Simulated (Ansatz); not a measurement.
# CsSnI3: the cost of one run

Computed with Ansatz 0.2.0 (DFT PBE, scalar-relativistic, plane waves, PAW, unless a step's input says otherwise).

The COD cell was measured well above room temperature, so it is larger than a cold one.

### 1 The structure to begin with

Symmetry: Pm-3m, No. 221, cubic system. The conventional cell has a = 6.206 Å, b = 6.206 Å, c = 6.206 Å, α = 90.00°, β = 90.00°, γ = 90.00°. Around Cs (site symmetry m-3m) lie 12 I at 4.39 Å. Around Sn (site symmetry m-3m) lie 6 I at 3.10 Å. Around I (site symmetry 4/mmm) lie 2 Sn at 3.10 Å and 4 Cs at 4.39 Å.

Coordinates:

```xyz
5
Lattice="6.2057 0.0000 0.0000 0.0000 6.2057 0.0000 0.0000 0.0000 6.2057" Properties=species:S:1:pos:R:3 pbc="T T T"
Cs    0.0000    0.0000    0.0000
Sn    3.1029    3.1029    3.1029
I     0.0000    3.1029    3.1029
I     3.1029    0.0000    3.1029
I     3.1029    3.1029    0.0000
```

This is candidate A: structure reported for this formula (Pm-3m, No. 221).

(A quick probe on a coarse mesh, which set the mesh and smearing, is not shown.)

### 3 Relaxing cell and atoms (candidate A)

input.yaml reads:

```yaml
crystal:
  lattice:
    - [6.2057, 0.0, 0.0]
    - [0.0, 6.2057, 0.0]
    - [0.0, 0.0, 6.2057]
  atoms:
    - { symbol: Cs, position: [0.0, 0.0, 0.0] }
    - { symbol: Sn, position: [0.5, 0.5, 0.5] }
    - { symbol: I, position: [0.0, 0.5, 0.5] }
    - { symbol: I, position: [0.5, 0.0, 0.5] }
    - { symbol: I, position: [0.5, 0.5, 0.0] }
basis:
  ecutwfc: 420
kpoints:
  mp_grid: { grid: [6, 6, 6] }
hamiltonian:
  xc: pbe
scf:
  occupations: { method: gaussian, width: 0.02 }
output:
  forces: true
  stress: true
  eigenvalues: true
relax:
  adjacent_minimum: "off"
  f_tol: 0.01
  max_steps: 80
  cell: { stress_tol: 0.05 }
```

Launch:

```
> ansatz run input.yaml --threads 1 --pin off --max-ram 2560MiB --backend cpu --events-out ev --progress --plain --runs-dir out
```

Q: Estimate wall time and peak memory on 1 thread of Arm Neoverse V1, shared host.

About 64 s, with a peak of 0.56 GiB.
